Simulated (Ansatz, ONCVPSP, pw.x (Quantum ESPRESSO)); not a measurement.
From atom to crystal: ONCV potential for Al (Z = 13)

```
Element                 : Al (Z = 13)
Generator               : ONCVPSP 4.0.1
Type                    : optimised norm-conserving Vanderbilt (ONCV)
Functional              : PBE
Relativity              : scalar-relativistic
Frozen core             : [Ne]
Valence charge          : 3
Reference configuration : 3s2 3p1
Partial waves           : 3s: rc 2.05 bohr, ncon 3, nbas 6, qcut 2.6 1/bohr, local; 3p: rc 2.52 bohr, ncon 5, nbas 10, qcut 2.9 1/bohr, 2 projectors, debl 1.8 Ha; d scattering state at 0.26 Ha: rc 2.50 bohr, ncon 4, nbas 8, qcut 3.9 1/bohr, 2 projectors, debl 1.5 Ha
Local potential         : the s channel
Core correction         : none
```

Atomic tests: cutoffs needed: 9.2 Ha and 22 Ha (the cutoffs (Ha) at which the residual kinetic energy of the hardest occupied pseudo-wave falls to 1 and 0.1 mHa per electron); ghost test: no bound ghost flagged; no localised positive-energy state flagged; largest excitation error: +22 meV (all-electron minus pseudo) for 3s1 3p0, out of 4 test configurations.

Crystal test: fcc Al in pw.x 7.5, no spin, 14³ k-points, Fermi–Dirac smearing 0.01 Ry, cutoffs 55/220 Ry. The reference is all-electron LAPW (Ansatz 0.2.0) with the same functional, mesh and smearing; V0 and B0 come from Birch–Murnaghan fits to the pressures at five volumes. Errors are pseudo minus all-electron; Δ is the rms difference of the E(V) curves that follow from these fits, minima aligned, over ±6 % about the mean V0. Mesh and smearing are coarse, so the numbers serve the comparison and aren't converged zero-temperature values; the lattice is a test structure that the element need not adopt.

All-electron: a0 = 4.040 Å (V0 = 16.49 Å³/atom), B0 = 76.6 GPa.

Task: How far does the potential miss the all-electron equation of state?

Result: mean pressure error (GPa): +0.37; a0 (Å): 4.047; a0 error (%): +0.17; B0 error (%): -2.3; Δ (meV/atom): 1.4.

| V (Å³/atom) | P all-electron (GPa) | P pseudo (GPa) |
| --- | --- | --- |
| 15.701 | 4.22 | 4.59 |
| 16.114 | 1.87 | 2.25 |
| 16.527 | -0.17 | 0.21 |
| 16.940 | -1.94 | -1.56 |
| 17.353 | -3.46 | -3.09 |

Task: At the middle volume, how do free energy and pressure move when the wave cutoff is lowered (ecutrho kept at four times it)?

Result:

| cutoff (Ry) | shift of F (meV/atom) | shift of P (GPa) |
| --- | --- | --- |
| 25 | +26.4 | -0.01 |
| 33 | +18.4 | -0.41 |
| 44 | +1.4 | -0.11 |

The run at the middle volume (104 k-points, 6 iterations) took about 9.7 s on one core of a shared host (Intel(R) Xeon(R) Processor @ 2.60GHz, 24 threads, 31 GiB, load 13).
